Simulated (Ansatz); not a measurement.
# 1T-PtSTe monolayer in a perpendicular field, part 2 of 3

Aim: how the 1T-PtSTe monolayer screens a field along its normal, and what the field does to its bands. A positive field points along +c.

Ansatz 0.2.0; plane-wave DFT, PBE-D3(BJ), Ansatz PAW.

So far. Step 2 (Relaxing the slab): The lattice constant a goes from 3.795 to 3.764 Å.

## Step 3: Single point, field 0

A sawtooth potential applies the field, turning back in the middle of the vacuum. With the dipole correction the typed value is the field outside the slab. The induced dipole is small, so the SCF threshold is tight.

The cell differs from the one that the last finished run ended in (c 35.638 → 20.662 Å).

File input.yaml:

```yaml
crystal:
  lattice:
    - [3.7642413527, 0.0, 0.0]
    - [-1.8821206764, 3.2599286374, 0.0]
    - [0.0, 0.0, 20.6619944951]
  atoms:
    - { symbol: Te, position: [0.6666666667, 0.3333333333, 0.4355823443] }
    - { symbol: Pt, position: [0.0, 0.0, 0.5063036023] }
    - { symbol: S, position: [0.3333333333, 0.6666666667, 0.5644176557] }
kpoints:
  mp_grid: { grid: [12, 12, 1] }
  band_path:
    path: [[0, 0, 0], [0.5, 0, 0], [0.33333333, 0.33333333, 0], [0, 0, 0]]
    npoints: 16
hamiltonian:
  xc: pbe
  dispersion: d3bj
scf:
  occupations: { method: fermi_dirac, width: 0.02585 }
  convergence: { dr2_threshold: 1.0e-10 }
efield:
  axis: 3
  dipole_correction: true
  ramp_position: 0.97
  ramp_width: 0.06
  amplitude: 0
output:
  dos: { projected: true, e_range: [-6, 5] }
  write_potential: true
  write_density: true
  volumetric_format: npy
  elf: true
```

Launch:

```bash
> ansatz run input.yaml --threads 2 --pin off --max-ram 3072MiB --backend cpu --events-out ev --progress --plain --runs-dir out
```

Numbers of over 12 decimals in the logs are rounded to 6 here.

The log of the run:

```text
[...]
Crystal: 3 atoms, lattice volume = 253.547 Å³
Basis set: ecut = 420 eV, 4965 PW (Γ)
Bands: 24, of which v1, the nominal top of the filled ones, is band 20 counted from 1 (19 counted from 0)
Symmetry: 6 space group operations
[...]
k-points: 19 of 144 (time reversal used)
[...]
SCF iter   1: F=—  HF=-20406.782991 eV  |F-HF|=—  |Δ(HF+E_count)|=         —  Δρ=1.95e-3  dr2=1.14e-2  ethr=1.77e-3  p=-0.103 e·Å  D=-7.38e-2 V/Å  ΔV_dip=1.53 eV  dr2_dipole=8.22e-4  V_vac-E_F(+/−)=5.83/4.31 eV  ⟨swp⟩=10.1  Hψ=2688  notcnv=0
efield: sawtooth ramp at fractional position 0.9700 (set: `efield.ramp_position`, or a place that a band, a saddle search or an elastic batch's reference lends), width 0.0600; the density the first Hamiltonian is built on has a dipole p = -0.103 e·Å; the dipole correction subtracts the counter field D = -7.38e-2 V/Å, which shifts the + side's vacuum level by +1.53 eV against the − side's; the planar-averaged density in the ramp window peaks in size at 6.6e-6 e/Å³
[...]
SCF iter   2: F=—  HF=-20406.785492 eV  |F-HF|=—  |Δ(HF+E_count)|=   2.50e-3  Δρ=1.16e-3  dr2=1.85e-2  ethr=2.84e-5  p=-0.096 e·Å  D=-6.86e-2 V/Å  ΔV_dip=1.42 eV  dr2_dipole=3.41e-3  V_vac-E_F(+/−)=5.80/4.38 eV  ⟨swp⟩=3.6  Hψ=1071  notcnv=0
[...]
SCF iter  10: F=-20406.784028 eV  HF=-20406.784028 eV  |F-HF|=0.00e0  |Δ(HF+E_count)|=  2.33e-10  Δρ=9.92e-8  dr2=3.43e-11  ethr=1.00e-12  p=-0.103 e·Å  D=-7.36e-2 V/Å  ΔV_dip=1.52 eV  dr2_dipole=5.10e-12  V_vac-E_F(+/−)=5.81/4.29 eV  ⟨swp⟩=2.6  Hψ=1795  notcnv=0
SCF 1 converged in 10 iterations: F = -20406.784028 eV  dr2 = 3.43e-11
[...]
NSCF: frozen V_eff on 49 k-points
efield: sawtooth ramp at fractional position 0.9700 (kept from the solve that this one continues, or follows in the run), width 0.0600; the density the first Hamiltonian is built on has a dipole p = -0.103 e·Å; the dipole correction subtracts the counter field D = -7.36e-2 V/Å, which shifts the + side's vacuum level by +1.52 eV against the − side's; the planar-averaged density in the ramp window peaks in size at 1.7e-6 e/Å³
WARN: The output density's exchange-correlation potential varies sharply where the density is thin. Do not read a vacuum level from v_tot or v_xc, or from such a field of the output density. On a cell that repeats whose density bears no net charge and no dipole along the vacuum's axis use v_es (v_loc + v_h of the components); under efield.dipole_correction with no amplitude use v_es + v_field, which holds any externa [...]
SCF converged after 10 iterations
Free energy (F): -20406.784028 eV
[...]
Internal energy: -20406.784028 eV  (E = F + TS)
E sigma→0 (E₀):  -20406.784028 eV
Fermi energy:    -0.651634 eV
Dipole field:    D = -0.073642 V/Å  (p = -0.103186 e·Å, saw-weighted, corrected)
Work function:   Φ+ = 5.8104 eV   Φ− = 4.2888 eV
Levels:          The Fermi level and band energies are counted from a zero that moves with the ramp; work functions are not
[...]
--- Band table (eV; the first three rows and the last of 19) ---
  k-point 0: bands = [... 16 lower, -2.8830, -1.5947, -1.1319, -1.1319, 1.8031, 1.8031, 2.7919, 3.8678]
  k-point 1: bands = [... 16 lower, -2.9622, -1.6869, -1.1488, -1.1488, 1.2709, 1.6689, 2.9683, 4.0865]
  k-point 2: bands = [... 16 lower, -3.2541, -1.8203, -1.2674, -1.1365, 0.3832, 1.4258, 3.3681, 4.4586]
  k-point 18: bands = [... 16 lower, -4.1812, -3.2321, -2.5392, -2.1153, -0.2400, 1.0179, 3.9961, 5.8385]
```

Run time: 11 s. Hardware: 2 threads of Arm Neoverse V2, shared host; peak memory 0.52 GiB.

Numbers from this step:

* dipole along the normal: -0.1032 e·Å
* gap along the path: 0.8656 eV
* smallest direct gap along the path: 1.289 eV
* step between the vacuum levels: 1.522 eV
* ionisation energy, upper face: 6.264 eV
* electron affinity, upper face: 5.399 eV
* ionisation energy, lower face: 4.743 eV
* gap, the smaller of path and mesh: 0.8656 eV

Running mean over a fixed 2.7 Å (it still follows the layers) of the planar mean; the ramp of the sawtooth is left out. The electron's electrostatic potential energy less the Fermi level by z:

```
z (Å)  electron's electrostatic potential energy less the Fermi level (eV)
 2.87                                                                 4.29
 3.30                                                                 4.29
 3.73                                                                 4.29
 4.02                                                                 4.29
 4.45                                                                 4.29
 4.88                                                                 4.28
 5.31                                                                 4.27
 5.74                                                                 4.24
 6.03                                                                 4.19
 6.46                                                                 3.98
 6.89                                                                 3.29
 7.32                                                                 2.19
 7.75                                                                 1.43
 8.18                                                                0.316
 8.47                                                               -0.881
 8.90                                                                -3.13
 9.33                                                                -5.46
 9.76                                                                -6.83
10.19                                                                -7.57
10.47                                                                -8.06
10.90                                                                -7.99
11.34                                                                -6.31
11.77                                                                -3.70
12.20                                                               -0.910
12.48                                                                0.701
12.91                                                                 2.70
13.34                                                                 4.33
13.77                                                                 5.37
14.21                                                                 5.69
14.64                                                                 5.78
14.92                                                                 5.80
15.35                                                                 5.81
15.78                                                                 5.81
16.21                                                                 5.81
16.64                                                                 5.81
16.93                                                                 5.81
17.36                                                                 5.81
17.79                                                                 5.81
```

The density of states has structure finer than the step of the table below, so its rows give means over 0.2 eV, whole bins alone (the curve runs from -6 to 2.41 eV). Peaks (eV: height): -5.75: 13.4, -5.39: 11.5, -4.18: 9.88, -3.85: 11.2, -2.94: 12.5, -0.49: 15.6, 1.69: 11.3.

The density of states by energy, zero at the Fermi level of the run, which the smearing sets inside the gap; means over each step:

energy (eV), density of states (states/eV a cell) and a bar:
```
     -5.8        4.1 ##################
     -5.6        2.0 #########
     -5.4        6.9 ##############################
     -5.2        3.6 ################
     -5.0        5.2 #######################
     -4.8        2.2 #########
     -4.6        0.1 #
     -4.4        4.2 ###################
     -4.2        4.7 #####################
     -4.0        2.2 #########
     -3.8        5.9 ##########################
     -3.6        2.6 ###########
     -3.4        1.5 ######
     -3.2        1.4 ######
     -3.0        4.8 #####################
     -2.8        3.1 ##############
     -2.6        2.7 ############
     -2.4        1.5 #######
     -2.2        2.4 ##########
     -2.0        3.9 #################
     -1.8        1.7 #######
     -1.6        2.2 ##########
     -1.4        3.3 ##############
     -1.2        3.3 ##############
     -1.0        2.3 ##########
     -0.8        1.9 ########
     -0.6        2.6 ############
     -0.4        1.6 #######
     -0.2        0.0 
      0.0        0.0 
      0.2        0.0 
      0.4        0.3 #
      0.6        1.1 #####
      0.8        3.0 #############
      1.0        2.5 ###########
      1.2        1.3 ######
      1.4        1.8 ########
      1.6        3.8 #################
      1.8        4.2 ##################
      2.0        1.7 #######
      2.2        0.5 ##
```

Projected DOS per atom over height of the atomic layer and energy from the Fermi level. Layers: Te Pt S from below.

Values in states/eV, 22 rows by 3 columns, each cell a mean:
```
0.23 0.10 0.10
1.34 0.82 0.88
1.04 0.73 0.76
0.63 0.50 0.52
0.74 0.65 0.70
0.09 0.08 0.09
0.00 0.00 0.00
0.49 0.24 1.02
0.61 0.38 0.94
1.02 0.83 1.37
0.68 0.67 0.94
1.06 1.01 0.94
0.62 0.72 0.42
0.81 2.84 0.48
0.25 1.86 0.23
0.25 1.53 0.28
0.36 2.70 0.81
0.80 2.23 1.08
0.40 0.67 0.18
1.01 2.03 1.03
0.88 3.15 1.16
0.80 1.47 0.53
```
Columns: height of the atomic layer (Å) from 9 to 11.7 (not evenly spaced); rows upwards: energy from the Fermi level (eV) from -5.96 to 2.41.

Electronic bands along the path, in eV, zero at the Fermi level of the run, which the smearing sets inside the gap:

```
  point  band 17  band 18  band 19  band 20  band 21  band 22  band 23  band 24
      Γ    -2.23    -0.94    -0.48    -0.48     2.45     2.45     3.44     4.52
halfway    -2.87    -1.43    -0.94    -0.71     0.70     1.95     4.50     4.67
      M    -3.05    -2.67    -2.32    -1.85     1.67     2.03     3.53     5.20
halfway    -3.24    -2.77    -2.05    -1.43     0.90     1.76     4.23     6.42
      K    -3.53    -2.58    -1.89    -1.46     0.41     1.67     4.65     6.49
halfway    -2.93    -1.60    -1.42    -0.54     0.95     1.23     4.81     5.33
      Γ    -2.23    -0.94    -0.48    -0.48     2.45     2.45     3.44     4.52
```

Electrostatic potential energy in the ca plane at fractional y = 0.000, with atoms of Pt within 0.2 Å of it. With pseudopotentials it is smooth inside the atoms' cores, unlike the true potential.

Ten even steps from '0' (-40 eV) to '9' (5 eV), each cell a mean:
```
99999999999999999999971000179999999999999999
99999999999999999999885101589999999999999999
99999999999999999998888667889999999999999999
99999999999999999987778888888999999999999999
99999999999999999987678899888999999999999999
99999999999999999987678899888999999999999999
99999999999999999988888878889999999999999999
99999999999999999999887424789999999999999999
99999999999999999999973000279999999999999999
99999999999999999999971000169999999999999999
```
Columns run along c (16.0 Å, from fractional 0.08 to 0.86 of the cell; values clipped at the 3rd and 97th percentile), rows up along a (3.8 Å). Atoms in or near the plane, at fractional coordinates: Pt at (0.51, 0.00).

Valence density in the ca plane at fractional y = 0.000, with atoms of Pt within 0.2 Å of it. It is the smooth field of the valence electrons, not physical close to the nuclei.

Ten steps, logarithmic in the rise over the least value, from '0' (0 e/Å³) to '9' (11 e/Å³), each cell a mean:
```
00000000000000001358998521000000000000000000
00000000000000011246776321000000000000000000
00000000000000112233443221100000000000000000
00000000000001122322222222100000000000000000
00000000000001223322222222100000000000000000
00000000000001123322222222100000000000000000
00000000000000122233333221100000000000000000
00000000000000112235664321000000000000000000
00000000000000011247887421000000000000000000
00000000000000001368998521000000000000000000
```
Columns run along c (16.0 Å, from fractional 0.15 to 0.92 of the cell), rows up along a (3.8 Å). Atoms in or near the plane, at fractional coordinates: Pt at (0.51, 0.00).

ELF in the ca plane at fractional y = 0.000, with atoms of Pt within 0.2 Å of it. It is the smooth field of the valence electrons, not physical close to the nuclei.

Values, 6 rows by 16 columns, each cell a mean:
```
0.00 0.00 0.00 0.00 0.02 0.12 0.33 0.62 0.40 0.10 0.01 0.00 0.00 0.00 0.00 0.00
0.00 0.00 0.00 0.02 0.19 0.43 0.44 0.33 0.34 0.29 0.07 0.01 0.00 0.00 0.00 0.00
0.00 0.00 0.00 0.07 0.46 0.64 0.47 0.23 0.51 0.60 0.24 0.02 0.00 0.00 0.00 0.00
0.00 0.00 0.00 0.06 0.40 0.61 0.49 0.25 0.47 0.54 0.20 0.02 0.00 0.00 0.00 0.00
0.00 0.00 0.00 0.01 0.11 0.31 0.38 0.42 0.31 0.19 0.04 0.00 0.00 0.00 0.00 0.00
0.00 0.00 0.00 0.00 0.01 0.09 0.35 0.66 0.46 0.10 0.00 0.00 0.00 0.00 0.00 0.00
```
Columns run along c (16.0 Å, from fractional 0.15 to 0.92 of the cell), rows up along a (3.8 Å). Atoms in or near the plane, at fractional coordinates: Pt at (0.51, 0.00).

The gap is 0.87 eV, with the valence edge 6.26 eV and the conduction edge 5.40 eV under the upper vacuum level. Spin-orbit coupling, left out in this run, matters for the bands of elements this heavy.

## Step 4: Single point, field 0.1 V/Å

input.yaml: that of step 3 with these lines changed.

```diff
@@ -25,5 +25,4 @@
   ramp_width: 0.06
-  amplitude: 0
+  amplitude: 0.1
 output:
-  dos: { projected: true, e_range: [-6, 5] }
   write_potential: true
@@ -31,2 +30 @@
   volumetric_format: npy
-  elf: true
```

The log of the run:

```text
[...]
Crystal: 3 atoms, lattice volume = 253.547 Å³
Basis set: ecut = 420 eV, 4965 PW (Γ)
Bands: 24, of which v1, the nominal top of the filled ones, is band 20 counted from 1 (19 counted from 0)
Symmetry: 6 space group operations
[...]
k-points: 19 of 144 (time reversal used)
[...]
--- Band table (eV; the first three rows and the last of 19) ---
  k-point 0: bands = [... 16 lower, -2.9098, -1.6030, -1.1474, -1.1474, 1.7847, 1.7847, 2.6235, 3.6173]
  k-point 1: bands = [... 16 lower, -2.9863, -1.7033, -1.1644, -1.1593, 1.2525, 1.6505, 2.7796, 3.8136]
  k-point 2: bands = [... 16 lower, -3.2736, -1.8445, -1.2831, -1.1448, 0.3648, 1.4075, 3.1500, 4.2224]
  k-point 18: bands = [... 16 lower, -4.1988, -3.2461, -2.5601, -2.1287, -0.2599, 1.0012, 3.9623, 5.7730]
[key lines of the parts left out:]
SCF converged after 13 iterations
Free energy (F): -20406.775415 eV
Fermi energy:    -0.666662 eV
Dipole field:    D = -0.049277 V/Å  (p = -0.069046 e·Å, saw-weighted, corrected)
```

Run time: 11 s. Hardware: 2 threads; peak memory 0.48 GiB.

The dipole is -0.0690 e·Å, 0.0341 e·Å from its value without field, and the gap 0.855 eV.

[end of part 2 of 3]

[Logs are printed without paths, hosts, clocks, repeated set-up lines and the standing remarks that a program may print on its own settings, such as how far it seeks lower states.]

[Hosts, paths, dates, database ids (printed as entryN), source tags and the programs' standing remarks are cut or masked in the printed files.]

[Maps of the electrostatic potential energy from Ansatz leave out the sawtooth potential of an applied field or a dipole correction, so their vacuum need not be flat; planar profiles and work functions include it.]

[The density of states shown here was stored with 400 of the rows of the run's finer table, so its peaks can read low, often by over a quarter, or be missed, and its means over a window can be off by a tenth or more.]
